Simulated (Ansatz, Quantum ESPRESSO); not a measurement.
# black phosphorene, 1 layer: the energy at a withheld member of a series

Method. Quantum ESPRESSO 7.5, PBE, GBRV ultrasoft. Cell and atoms are first relaxed; each strained cell is then held, the other axis too, and the atoms relax in it. A periodic run with 15 Å of vacuum in the starting cell gives the vacuum levels, and bands follow along a path. The series steps strain along the first axis. Energies count from the lowest.

```
strain along the first axis  energy (eV)
                       -4 %       0.0210
                       -3 %       0.0119
                       -2 %       0.0055
                        0 %       0.0000
                        1 %       0.0008
                        2 %       0.0038
                        3 %       0.0089
                        4 %       0.0160
```

To predict: What is the energy at −1 %?

**Fit.** The rows at -2 % and 0 % give a slope of (0.0000 − (0.0055))/(0 − (−2)) = −0.00275, so a straight line gives 0.0027 eV. A parabola through these and the row at -3 % gives 0.0015 eV.

**The withheld run.** 0.0015 eV. The line misses by +0.0012 and the parabola by 0.0000 eV. The parabola does better.

Caveats: Semilocal gaps are too small; the 1×1 cell can't ripple over many cells under compression as a free sheet would. No spin-orbit coupling.

[Logs are printed without paths, hosts, clocks, repeated set-up lines and the standing remarks that a program may print on its own settings, such as how far it seeks lower states.]
